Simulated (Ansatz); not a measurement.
Level of theory: DFT PBE, scalar-relativistic, plane waves, PAW in Ansatz 0.2.0. Cutoff 420 eV, Γ-centred 6×6×6 mesh (10-atom cell), Gaussian smearing of 0.02 eV, no spin polarisation.

Formation energies are uncorrected and count from the elements' standard states at the same level.

**Question.** Suggest a trial structure for a tetragonal wide-gap insulator that holds Al and 1 more element, with a gap near 3.4 eV, a formation energy near −2.41 eV/atom and a density near 0.98 g/cm³, in a cell of 10 atoms. Its symmetry should be I4_1/amd (No. 141).

**Answer.** Al₂O₃, space group I4_1/amd (No. 141). Al has 3 O at 1.68–1.69 Å; O on a site of symmetry -4m2 is surrounded by 2 Al at 1.68 Å; around O on a site of symmetry 2/m lie 2 Al at 1.69 Å.

Space group I4_1/amd:1 (No. 141). a = 5.850 Å, b = 5.850 Å, c = 20.187 Å, α = 90.00°, β = 90.00°, γ = 90.00°
| atom | site | symmetry | x | y | z |
| --- | --- | --- | --- | --- | --- |
| Al | 8e | 2mm. | 0.0000 | 0.0000 | 0.0834 |
| O | 4a | -4m2 | 0.0000 | 0.0000 | 0.0000 |
| O | 8c | .2/m. | 0.0000 | 0.2500 | 0.1250 |

The volume per atom is 34.54 Å³, the density is 0.98 g/cm³ and the energy over the elements is −2.407 eV/atom. The gap on the 6×6×6 mesh of the 10-atom cell is 3.42 eV.

The cell was found from a structure generator's guess, not taken from experiment. The answer needn't be unique; the calculation gave this one.

Kohn–Sham gaps at this level usually fall short of measured ones. A structure relaxed within its symmetry needn't be a true minimum.
